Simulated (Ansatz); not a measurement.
# Si: the cost of one run

Computed with Ansatz 0.2.0 (DFT PBEsol, scalar-relativistic, plane waves, PAW, unless a step's input says otherwise).

2 further runs of the same task are left out: 2 set aside as unsound or not needed.

**1. The structure to begin with**

Symmetry: Fd-3m, No. 227, cubic system. Conventional cell: a = 5.433 Å, b = 5.433 Å, c = 5.433 Å, α = 90.00°, β = 90.00°, γ = 90.00°. Si (site symmetry -43m) is surrounded by 4 Si at 2.35 Å.

As a file:

```
Si
1.0
     0.00000    2.71650    2.71650
     2.71650    0.00000    2.71650
     2.71650    2.71650    0.00000
Si
2
Direct
  0.50000 0.50000 0.50000
  0.75000 0.75000 0.75000
```

This cell was relaxed beforehand with the same method: volume 20.05 Å³/atom, gap on the mesh 0.46 eV.

Bulk energy on matching settings, from an earlier run: -621.4925 eV/atom.

**2. Cutting the (100) slab**

Planes are indexed in the bulk's conventional cell (Fd-3m (No. 227)), a = 5.433 Å, b = 5.433 Å, c = 5.433 Å, α = 90.00°, β = 90.00°, γ = 90.00°.

The slab is a (100) slab, 13.6 Å thick as cut, with 15 Å of vacuum; its outer planes are Si (top) and Si (bottom).

The slab as cut. Layers, bottom to top:

| plane | atoms per cell | height over the lowest (Å) |
| --- | --- | --- |
| 1 | Si | 0.00 |
| 2 | Si | 1.36 |
| 3 | Si | 2.72 |
| 4 | Si | 4.07 |
| 5 | Si | 5.43 |
| 6 | Si | 6.79 |
| 7 | Si | 8.15 |
| 8 | Si | 9.51 |
| 9 | Si | 10.87 |
| 10 | Si | 12.22 |
| 11 | Si | 13.58 |

**3. Single point on the unrelaxed (100) slab**

The cell repeats along c, and a dipole correction in the vacuum removes the field between the copies.

File input.yaml:

```yaml
crystal:
  lattice:
    - [3.8417168278, 0.0, 0.0]
    - [0.0, 3.8417168278, 0.0]
    - [0.0, 0.0, 28.5825201018]
  atoms:
    - { symbol: Si, position: [0.0, 0.5, 0.2623981361] }
    - { symbol: Si, position: [0.0, 0.0, 0.3099185089] }
    - { symbol: Si, position: [0.5, 0.0, 0.3574388817] }
    - { symbol: Si, position: [0.5, 0.5, 0.4049592544] }
    - { symbol: Si, position: [0.0, 0.5, 0.4524796272] }
    - { symbol: Si, position: [0.0, 0.0, 0.5] }
    - { symbol: Si, position: [0.5, 0.0, 0.5475203728] }
    - { symbol: Si, position: [0.5, 0.5, 0.5950407456] }
    - { symbol: Si, position: [0.0, 0.5, 0.6425611183] }
    - { symbol: Si, position: [0.0, 0.0, 0.6900814911] }
    - { symbol: Si, position: [0.5, 0.0, 0.7376018639] }
basis:
  ecutwfc: 420
kpoints:
  mp_grid: { grid: [9, 9, 1] }
hamiltonian:
  xc: pbesol
scf:
  occupations: { method: gaussian, width: 0.05 }
output:
  forces: true
  stress: true
  eigenvalues: true
  write_density: true
  write_potential: true
  elf: true
  volumetric_format: npy
efield:
  axis: 3
  dipole_correction: true
  ramp_width: 0.04
```

Command:

```sh
$ ansatz run input.yaml --threads 1 --pin off --max-ram 2560MiB --backend cpu --events-out ev --progress --plain --runs-dir out
```

**Question.** How long does this run take on 1 thread of Intel Xeon Platinum 8488C (Sapphire Rapids), shared host, and how much memory does it need?

About 33 s, with a peak of 0.67 GiB.
